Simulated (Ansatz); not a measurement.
The system is P.

```
P
1.0
     1.64774   -5.46504    0.00000
     1.64774    5.46504    0.00000
     0.00000    0.00000    4.54364
P
4
Direct
  0.90414 0.09586 0.58882
  0.09586 0.90414 0.41118
  0.59586 0.40414 0.08882
  0.40414 0.59586 0.91118
```

- Program: Ansatz 0.2.0
- Task: relaxation of cell and atoms
- Functional: rPW86-PBE
- Dispersion: rVV10
- Potentials or basis: Ansatz PAW
- Cutoff: 420 eV (not typed: the program's choice for these potentials)
- k mesh: 8 × 8 × 6
- Occupations: fermi-dirac, width 0.05 eV
- Spin: no spin polarisation

At the start: volume 20.46 Å³/atom.

**Question.** Where does the relaxation end?

**Answer.** It ends after 6 steps and the volume is 20.43 Å³/atom (-0.1 %); space group Cmce (No. 64, to 0.05 Å).

Step by step:
| step | energy change (eV) | largest force (eV/Å) | volume (Å³) |
| --- | --- | --- | --- |
| 1 | 0.0000 | 0.5363 | 81.83 |
| 2 | -0.0405 | 0.2551 | 81.16 |
| 3 | -0.0514 | 0.0088 | 81.82 |
| 4 | -0.0516 | 0.0304 | 81.91 |
| 5 | -0.0518 | 0.0071 | 81.71 |
| 6 | -0.0518 | 0.0071 | 81.71 |

Final structure:
```cif
data_structure
_symmetry_space_group_name_H-M 'P 1'
_symmetry_Int_Tables_number 1
_cell_length_a 5.6393
_cell_length_b 5.6393
_cell_length_c 4.5337
_cell_angle_alpha 90.000
_cell_angle_beta 90.000
_cell_angle_gamma 145.480
_cell_volume 81.71
loop_
_atom_site_label
_atom_site_type_symbol
_atom_site_fract_x
_atom_site_fract_y
_atom_site_fract_z
_atom_site_occupancy
P1 P 0.89998 0.10002 0.58455 1
P2 P 0.10002 0.89998 0.41545 1
P3 P 0.60002 0.39998 0.08455 1
P4 P 0.39998 0.60002 0.91545 1
```

Caveat: the plane-wave basis is chosen anew once the cell has moved, so the energies of steps on either side of that aren't comparable; the PAW data sets come from PBE, with cores solved anew for the run's functional, which leaves a small shift of forces and pressure.
